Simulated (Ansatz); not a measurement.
MoS2: vibrational free energy, entropy and heat capacity

All numbers below come from DFT PBE, scalar-relativistic, plane waves, PAW (Ansatz). Cutoff 420 eV, 12×12×2 k-points (Γ-centred), fixed occupations. No spin polarisation. Phonons by linear response, acoustic sum rule imposed.

Equilibrium structure at this level:
```
Mo S
1.0
     3.18467    0.00000    0.00000
    -1.59233    2.75800    0.00000
     0.00000    0.00000   17.33442
Mo S
1 2
Direct
  0.00000 0.00000 0.00000
  0.33333 0.66667 0.09015
  0.33333 0.66667 0.90985
```

It was relaxed at this level from a Materials Project cell. The q mesh is coarse, so values between its points are rough. No dispersion correction is applied, so modes and constants that involve weak contacts between layers, chains or molecules come out too soft.

Force constants from linear response on a 3×3×1 q mesh, interpolated to a fine mesh.

Phonon density of states, in bins of 10 cm⁻¹:
(bin centre (cm⁻¹), share of modes (%)): (5, 0.1), (15, 0.2), (25, 0.3), (35, 0.4), (45, 0.5), (55, 0.6), (65, 0.7), (75, 0.8), (85, 0.9), (95, 1.0), (105, 1.2), (115, 1.3), (125, 1.6), (135, 1.8), (145, 2.3), (155, 3.4), (165, 4.1), (175, 3.1), (185, 1.1), (195, 0.8), (205, 1.2), (215, 2.4), (225, 3.4), (235, 0.0), (245, 0.0), (255, 0.0), (265, 0.0), (275, 1.0), (285, 2.8), (295, 3.9), (305, 3.6), (315, 4.3), (325, 7.1), (335, 3.5), (345, 4.6), (355, 4.0), (365, 10.2), (375, 4.8), (385, 3.8), (395, 8.0), (405, 2.5), (415, 0.7), (425, 0.6), (435, 0.5), (445, 0.5), (455, 0.4)

(1) How much zero-point energy does an atom carry?

(2) How large are the vibrational entropy and heat capacity at 300 K?

(3) Tabulate them against temperature.

Results:

(1) 53.0 meV.

(2) S = 2.62 k_B and C_V = 2.54 k_B per atom, 85 % of the Dulong–Petit value.

(3)
```
T (K)  F_vib (meV/atom)  S (k_B/atom)  C_V (k_B/atom)
  100              51.2          0.58            1.02
  200              41.5          1.67            2.10
  300              22.9          2.62            2.54
  400              -3.0          3.37            2.72
  500             -34.8          3.99            2.82
  600             -71.5          4.51            2.87
  700            -112.4          4.96            2.90
  800            -156.8          5.35            2.93
  900            -204.4          5.69            2.94
 1000            -254.8          6.00            2.95
```
